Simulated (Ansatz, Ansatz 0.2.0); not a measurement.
# Lattice constants of TiSb2 with LDA, PBEsol and r2SCAN: the c axis as the deciding test

## The measurement

The reference is a single-crystal X-ray diffraction measurement at room temperature on a crystal grown from Sb self-flux, reported in "The de Hass-van Alphen quantum oscillations in a three-dimensional Dirac semimetal TiSb2" (2020, arXiv:2001.07165). It gives $a = 6.649$ Å and $c = 5.7976$ Å for the tetragonal cell. The diffraction structure from which our relaxations start has a slightly larger cell, $a = 6.660$ Å and $c = 5.818$ Å. The two differ by about 0.2 % in $a$ and 0.4 % in $c$, so the measured $c$ may lie somewhat on the short side. We compare with the single-crystal values throughout and keep this difference in mind for $c$.

| compared with | measured | source's wording or label | T (K) | method |
| --- | --- | --- | --- | --- |
| a (Å) | 6.649 | a | room temperature | single crystal X-ray diffraction |
| c (Å) | 5.7976 | c | room temperature | single crystal X-ray diffraction |

## Model and target

We want the least costly level of theory that gives both lattice constants of TiSb$_2$ within 1 % of the measured values. That target separates functionals usefully: LDA commonly shortens lattice constants by one to two per cent, while better functionals for solids usually do better than one per cent. It also leaves room for thermal expansion and zero-point motion, which our static calculations omit and which we expect to lengthen the axes by a few tenths of a per cent in a metallic compound of this kind.

The model is the perfect crystal in space group $I4/mcm$, with six atoms in the primitive cell, treated without spin polarisation; as far as we know the compound has no magnetic order. Cell and atomic positions are relaxed together within that symmetry. We begin with LDA, establish the sampling it needs, and move to a dearer functional only if the errors call for it. The level that meets the target is then to be checked before we rely on it.

Plain PBE is not among the levels examined in this study.

System: TiSb2 (titanium diantimonide), tetragonal CuAl2-type; I4/mcm (No. 140), 6 atoms in the primitive cell; the database structure is a diffraction structure: a = 6.660 Å, c = 5.818 Å.

## 1. LDA and the k-point mesh

LDA is the simplest functional, and a coarse $4\times4\times4$ mesh is the lightest sensible start. Because the compound is metallic, we pair that run with an $8\times8\times8$ mesh at otherwise equal settings, so that a sampling error is not mistaken for an error of the functional. We expect both axes to come out short.

**Run 1.** Ansatz 0.2.0: LDA, cell and atoms relaxed from the database structure, PAW set soft_2, cutoff 420 eV (default), 4x4x4 k mesh, Gaussian smearing 0.1 eV.

Key lines of the input:
```
crystal:
  # lattice and atoms
kpoints:
  mp_grid: { grid: [4, 4, 4] }
hamiltonian:
  xc: lda
scf:
  occupations: { method: gaussian, width: 0.1 }
output:
  stress: true
relax:
  adjacent_minimum: "off"
  max_steps: 60
  cell: { stress_tol: 0.03 }
```

Command:
```
ansatz run input.yaml --threads 8 --pin off --max-ram 16384MiB --backend cpu --events-out ev --progress --plain --runs-dir out
```

Selected lines of the output:
```
  cell:  # Å, volume = 122.8728 Å³
```

Converged; 6.5 s on 8 cores of Arm Neoverse V1, shared host.

**Run 2.** Ansatz 0.2.0: LDA, cell and atoms relaxed from the database structure, PAW set soft_2, cutoff 420 eV (default), 8x8x8 k mesh, Gaussian smearing 0.1 eV.

Key lines of the input, as changed from run 1:
```diff
  kpoints:
-   mp_grid: { grid: [4, 4, 4] }
+   mp_grid: { grid: [8, 8, 8] }
```

Selected lines of the output:
```
Basis set: ecut = 420 eV, 2369 PW (Γ) [...]
k-points: 59 of 512
  cell:  # Å, volume = 122.7424 Å³
```

Converged; 26 s on the same hardware.

| quantity | run 1 | run 2 | measured |
| --- | --- | --- | --- |
| a (Å) | 6.580 | 6.579 | 6.649 |
| c (Å) | 5.6766 | 5.6720 | 5.7976 |
| conventional cell volume (Å³) | 245.75 | 245.48 |  |

LDA shortens both axes, $c$ by 2.2 % and $a$ by just over 1 %, so it misses the target clearly in $c$ and narrowly in $a$. The denser mesh moves $c$ by less than 0.1 % and $a$ by far less. Sampling therefore does not explain the shortfall, and even the coarse mesh would have led to the same judgement. The error is also uneven: the calculated cell is too small and, relative to its width, too short along $c$.

## 2. PBEsol at the same settings

The next step up is a gradient correction designed for solids, which adds little to the cost of LDA. We keep the $8\times8\times8$ mesh, since it took under half a minute with LDA, and change only the functional. We expect PBEsol to lengthen both axes and to bring $a$ within the target; $c$ has more than twice as far to go in relative terms and is the real test.

**Run 3.** Ansatz 0.2.0: PBEsol, cell and atoms relaxed from the database structure, PAW set soft_2, cutoff 420 eV (default), 8x8x8 k mesh, Gaussian smearing 0.1 eV.

Key lines of the input, as changed from run 2:
```diff
  hamiltonian:
-   xc: lda
+   xc: pbesol
```

Selected lines of the output:
```
  cell:  # Å, volume = 125.7754 Å³
    - [-3.317571180752705, 3.317571180752705, 2.8569007198250445]
```

Converged; 22 s on the same hardware.

| quantity | run 3 | measured | deviation |
| --- | --- | --- | --- |
| a (Å) | 6.635 | 6.649 | −0.014 (−0.2 %) |
| c (Å) | 5.7138 | 5.7976 | −0.0838 (−1.4 %) |
| conventional cell volume (Å³) | 251.55 |  |  |

PBEsol brings $a$ to within 0.2 % of experiment, but $c$ remains 1.4 % short and misses the target. Compared with the $c$ of the starting diffraction structure the shortfall would be larger still, so the choice of reference does not rescue it. The gradient correction has recovered most of the LDA error in $a$, but only about a third of that in $c$.

## 3. r2SCAN on the dense mesh

We now go to r2SCAN, a meta-GGA, which also uses the kinetic-energy density and can treat regions of different bonding character more flexibly. That may matter here, where Sb–Sb dumbbells sit in a metallic framework. It costs more per step, but with PBEsol finishing in under half a minute the increase is easily afforded, and we keep the $8\times8\times8$ mesh. We expect a longer $c$; the risk is that $a$ grows with it and overshoots.

**Run 4.** Ansatz 0.2.0: r2SCAN, cell and atoms relaxed from the database structure, PAW set soft_2, cutoff 500 eV (default), 8x8x8 k mesh, Gaussian smearing 0.1 eV.

Key lines of the input, as changed from run 2:
```diff
  hamiltonian:
-   xc: lda
+   xc: r2scan
```

Selected lines of the output:
```
Basis set: ecut = 500 eV, 3275 PW (Γ) [...]
  cell:  # Å, volume = 130.1065 Å³
    - [-3.3472381802661015, 3.3472381802661015, 2.903124593706295]
```

Converged; 35 s on 8 cores of Arm Neoverse V2, shared host.

| quantity | run 4 | measured | deviation |
| --- | --- | --- | --- |
| a (Å) | 6.694 | 6.649 | +0.045 (+0.7 %) |
| c (Å) | 5.8062 | 5.7976 | +0.0086 (+0.1 %) |
| conventional cell volume (Å³) | 260.21 |  |  |

r2SCAN meets the target on both axes: $c$ lies within 0.2 % of experiment and $a$ is 0.7 % too long. The overshoot in $a$ that we had seen as a risk did occur, so for this axis alone PBEsol is closer. The gain is in $c$, which is 0.09 Å longer than with PBEsol. The ratio $c/a$ also moves towards the measured one, though it remains slightly low.

## 4. Checks of mesh, cutoff and potentials

The margin in $a$ is modest, so we test how sensitive the r2SCAN cell is to sampling by repeating it on the $4\times4\times4$ mesh. That also shows whether the lighter mesh would suffice. Two LDA runs go with it, one at a higher cutoff and one with norm-conserving PseudoDojo potentials, to see whether the short $c$ found with LDA comes from the basis or the PAW set rather than from the functional. These two test the LDA result directly and bear on the r2SCAN one only indirectly. We expect shifts well below the differences between functionals.

**Run 5.** Ansatz 0.2.0: r2SCAN, cell and atoms relaxed from the database structure, PAW set soft_2, cutoff 500 eV (default), 4x4x4 k mesh, Gaussian smearing 0.1 eV.

Key lines of the input, as changed from run 1:
```diff
  hamiltonian:
-   xc: lda
+   xc: r2scan
```

Selected lines of the output:
```
Basis set: ecut = 500 eV, 3275 PW (Γ) [...]
k-points: 13 of 64
  cell:  # Å, volume = 130.2261 Å³
```

Converged; 8.6 s on the same hardware.

**Run 6.** Ansatz 0.2.0: LDA, cell and atoms relaxed from the database structure, PAW set soft_2, cutoff 590 eV, 8x8x8 k mesh, Gaussian smearing 0.1 eV.

Key lines of the input, as changed from run 2:
```diff
+ basis:
+   ecutwfc: 590.0
```

Selected lines of the output:
```
Basis set: ecut = 590 eV, 3991 PW (Γ) [...]
  cell:  # Å, volume = 122.7263 Å³
```

Converged; 48 s on 8 cores of Intel Xeon at 2.70GHz, shared host.

**Run 7.** Ansatz 0.2.0: LDA, PseudoDojo norm-conserving pseudopotentials, cell and atoms relaxed from the database structure, cutoff 1143 eV (default), 8x8x8 k mesh, Gaussian smearing 0.1 eV.

Key lines of the input, as changed from run 2:
```diff
  hamiltonian:
+   pseudopotentials: { kind: nc, accuracy: standard }
```

Selected lines of the output:
```
  cell:  # Å, volume = 122.8761 Å³
```

Converged; 97 s on the same hardware.

| quantity | run 5 | run 6 | run 7 | measured |
| --- | --- | --- | --- | --- |
| a (Å) | 6.697 | 6.579 | 6.581 | 6.649 |
| c (Å) | 5.8077 | 5.6716 | 5.6745 | 5.7976 |
| conventional cell volume (Å³) | 260.45 | 245.45 | 245.75 |  |

With r2SCAN, the coarser mesh lengthens both axes by less than 0.1 %. Both stay within the target, with $a$ still 0.7 % too long, so the $4\times4\times4$ mesh is sufficient for this purpose.

For LDA, the higher cutoff leaves $a$ unchanged to the third decimal and shortens $c$ by only 0.0004 Å. The norm-conserving potentials lengthen the axes by 0.002 to 0.003 Å, which leaves $c$ still 2.1 % short. The LDA error in $c$ therefore comes mainly from the functional, not from the basis or the PAW set; the omitted thermal and zero-point expansion can account for only a small part of it.

## Collected results

| run | settings | a (Å) | deviation | c (Å) | deviation | cost |
| --- | --- | --- | --- | --- | --- | --- |
| 1 | LDA, 4x4x4 mesh | 6.580 | −0.069 (−1.0 %) | 5.6766 | −0.1210 (−2.1 %) | under 1 core-min |
| 2 | LDA, PAW set soft_2, cutoff 420 eV (default), 8x8x8 k mesh | 6.579 | −0.070 (−1.1 %) | 5.6720 | −0.1256 (−2.2 %) | 3.4 core-min |
| 3 | PBEsol, PAW set soft_2, cutoff 420 eV (default), 8x8x8 k mesh | 6.635 | −0.014 (−0.2 %) | 5.7138 | −0.0838 (−1.4 %) | 3 core-min |
| 4 | r2SCAN, cutoff 500 eV | 6.694 | +0.045 (+0.7 %) | 5.8062 | +0.0086 (+0.1 %) | 4.6 core-min |
| 5 | r2SCAN, cutoff 500 eV, 4x4x4 mesh | 6.697 | +0.048 (+0.7 %) | 5.8077 | +0.0101 (+0.2 %) | 69 core-s |
| 6 | LDA, cutoff 590 eV | 6.579 | −0.070 (−1.1 %) | 5.6716 | −0.1260 (−2.2 %) | 6.3 core-min |
| 7 | LDA, PseudoDojo, cutoff 1143 eV | 6.581 | −0.068 (−1.0 %) | 5.6745 | −0.1231 (−2.1 %) | 13 core-min |
|  | measured | 6.649 |  | 5.7976 |  |  |

## Outcome

r2SCAN meets the target of 1 % on both axes. On the $4\times4\times4$ mesh, $a$ is 0.7 % and $c$ 0.2 % too long, at a cost of 69 core-seconds. This is the cheapest level we tried that succeeds; plain PBE was not among them. LDA misses on both axes, and PBEsol gives the better $a$ but leaves $c$ 1.4 % short.

The close agreement in $c$ rests partly on a cancellation. Compared with the volume that follows from the measured axes, the r2SCAN cell is roughly 1.5 % too large, while its ratio $c/a$ is about 0.5 % too low, and the two errors offset each other along $c$. All three functionals give too low a ratio, and we have not found the reason. Thermal and zero-point expansion, a few tenths of a per cent, would add to the r2SCAN lengths and bring $a$ close to the 1 % limit. The same expansion would reduce the PBEsol error in $c$ without removing it.

The change of functional was the step that mattered. The denser mesh altered the axes by less than 0.1 % with both LDA and r2SCAN, so it served as a check and is not needed for routine use. The norm-conserving calculation was the most expensive of all; it confirmed that the short LDA axes do not come from the PAW set. The cutoff and the potentials were not tested with r2SCAN itself, so part of its overshoot in $a$ could still come from them.

[Logs are printed without paths, hosts, clocks, repeated set-up lines and the standing remarks that a program may print on its own settings, such as how far it seeks lower states.]

[The runs shown are a pick from a larger set of finished runs; failed, doubtful and other runs were left out of it ahead of writing. So were measured values far from every level or from commonly accepted values, and agreement can look better than it is. Lines of input and output are excerpts and may be shortened.]

[Plain PBE was run on this system too; it isn't shown.]
